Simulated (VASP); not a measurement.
# KI: single point with r2SCAN

**The experiment to reproduce.**

From a printed reference work, monograph, for a bulk crystal of KI: band gap 6.32 eV.

KI:

```
K I
1.0
     0.00000    3.52455    3.52455
     3.52455    0.00000    3.52455
     3.52455    3.52455    0.00000
K I
1 1
Direct
  0.00000 0.00000 0.00000
  0.50000 0.50000 0.50000
```

| Quantity | Value |
| --- | --- |
| Program | VASP 6.6.1 |
| Task | single point |
| Functional | r2SCAN |
| Potentials or basis | VASP PAW PBE potentials, release 64 (K_sv, I) |
| Cutoff | 550 eV |
| k mesh | 4 × 4 × 4 |
| Occupations | gaussian, width 0.1 eV |
| Spin | no spin polarisation |
| Dipole correction | no |
| Further INCAR settings | ALGO = Normal; EDIFF = 1e-06; NBANDS = 15 |

| Property | Result |
| --- | --- |
| Pressure | 0.3 GPa |
| Band gap on the k mesh | 4.63 eV, direct |

Levels at points of the mesh, in eV from the valence-band top:
| k point | band 4 | band 5 | band 6 | band 7 | band 8 | band 9 | band 10 | band 11 | band 12 | band 13 |
| --- | --- | --- | --- | --- | --- | --- | --- | --- | --- | --- |
| (0.00, 0.00, 0.00) | -12.36 | -10.82 | 0.00 | 0.00 | 0.00 | 4.63 | 7.04 | 7.04 | 7.04 | 7.90 |
| (0.50, 0.00, 0.00) | -12.37 | -10.52 | -1.34 | -0.34 | -0.34 | 6.03 | 8.36 | 8.78 | 8.78 | 9.44 |
| (0.50, 0.50, 0.00) | -12.38 | -10.67 | -1.03 | -0.38 | -0.38 | 5.36 | 6.51 | 8.84 | 9.48 | 9.57 |

Wall time 110 s on 1 thread of Intel Xeon 8259CL, with other jobs on the host, peak memory 0.25 GiB.

A measured gap of KI is 6.32 eV (a printed reference work, monograph); the calculated 4.63 eV misses it by -1.69 eV. Spin-orbit coupling on I is left out. The value is that of r2SCAN, without temperature or zero-point motion.

Caveat: the PAW data sets were made with another functional, which shifts forces and pressure a little; spin-orbit coupling is left out, which moves the levels of the heavy elements.
